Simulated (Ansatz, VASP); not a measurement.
## One calculation of Sn, two programs

```
Sn
1.0
     5.45933    0.00000    0.00000
    -2.72967    4.72792    0.00000
     0.00000    0.00000    3.17163
Sn
3
Direct
  0.00000 0.00000 0.00000
  0.33333 0.66667 0.50000
  0.66667 0.33333 0.50000
```

Alike in both runs: task single point; functional BLYP; k mesh 7 × 7 × 11; occupations fermi-dirac, width 0.1 eV; no spin polarisation.

|  | VASP | Ansatz |
| --- | --- | --- |
| version | VASP 6.6.1 | Ansatz 0.2.0 |
| potentials or method | VASP PAW PBE potentials, release 64 (Sn_d) | plane waves (420 eV) with PAW, scalar-relativistic |
| plane-wave cutoff (eV) | 520 | 420 |
| valence electrons in the cell | 42 | 42 |

VASP gave:

```
pressure (GPa)                                  : 5.7
largest component of the traceless stress (GPa) : 1.12
```

Problem. Which values does Ansatz return?

Solution. Pressure (GPa): 5.8; largest component of the traceless stress (GPa): 1.12.

Caveats: the PAW data sets were made with another functional, which shifts forces and pressure a little (VASP).
